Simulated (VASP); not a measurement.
A run of VASP 6.6.1:

Contents of INCAR:

```
SYSTEM = AgCl
  PREC = Accurate
  ENCUT = 520
  EDIFF = 1E-7
  ISMEAR = -1
  SIGMA = 0.02
  LREAL = .False.
  LASPH = .True.
  NELM = 80
  ALGO = Fast
  ISIF = 2
  LWAVE = .False.
  LCHARG = .True.
  GGA = PS
  LELF = .True.
  LVHAR = .True.
  NBANDS = 16
```

Contents of KPOINTS:

```
Automatic mesh
0
Gamma
  8 8 8
  0 0 0
```

POSCAR

```
AgCl
1.0
    0.0000000000      2.7237803115      2.7237803115
    2.7237803115      0.0000000000      2.7237803115
    2.7237803115      2.7237803115      0.0000000000
Ag Cl
1 1
Direct
    0.0000000000      0.0000000000      0.0000000000
    0.5000000000      0.5000000000      0.5000000000
```

Potentials or basis: VASP PAW PBE potentials, release 64 (Ag, Cl).

Run with:

```sh
$ cat potpaw_PBE.64/Ag/POTCAR potpaw_PBE.64/Cl/POTCAR > POTCAR
$ mpirun -np 1 vasp_std > vasp.out
```

Hardware: 1 thread of Intel(R) Xeon(R) Platinum 8488C (Sapphire Rapids) (shared host).

Question: Estimate the wall time of this run.

Answer: It took 19 s on 1 thread of Intel(R) Xeon(R) Platinum 8488C (Sapphire Rapids), with other jobs on the host, peak memory 0.16 GiB. Counts: scf iterations 14, k points 29.
